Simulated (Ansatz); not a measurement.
CdS (Hawleyite): single point with PBE

The system is CdS (Hawleyite).

```
Cd S
1.0
     0.00000    2.91650    2.91650
     2.91650    0.00000    2.91650
     2.91650    2.91650    0.00000
Cd S
1 1
Cartesian
  0.0000 0.0000 0.0000
  4.3748 4.3748 4.3748
```

- Program: Ansatz 0.2.0
- Task: single point
- Functional: PBE
- Potentials or basis: all-electron LAPW, scalar-relativistic
- Cutoff: 246 eV (chosen from the basis error)
- Basis error allowed: 0.001 eV/atom
- k mesh: 8 × 8 × 8
- Occupations: gaussian, width 0.023 eV
- Spin: no spin polarisation

The pressure is 2.9 GPa and the band gap on the k mesh is 1.15 eV, direct.

Levels at points of the mesh, in eV from the valence-band top:
```tsv
k point	band 14	band 15	band 16	band 17	band 18	band 19	band 20	band 21
(0.00, 0.00, 0.00)	-7.24	0.00	0.00	0.00	1.15	6.53	6.53	6.53
(0.00, 0.00, -0.50)	-6.86	-4.39	-0.75	-0.75	3.01	7.00	7.00	7.46
(0.00, -0.50, -0.50)	-6.80	-3.95	-1.88	-1.88	3.56	4.36	9.19	10.78
```

Wall time 11 s on 1 thread of Arm Neoverse V1, on a shared host, peak memory 0.28 GiB.

PBE gaps usually lie below the measured ones, often by a third to a half.
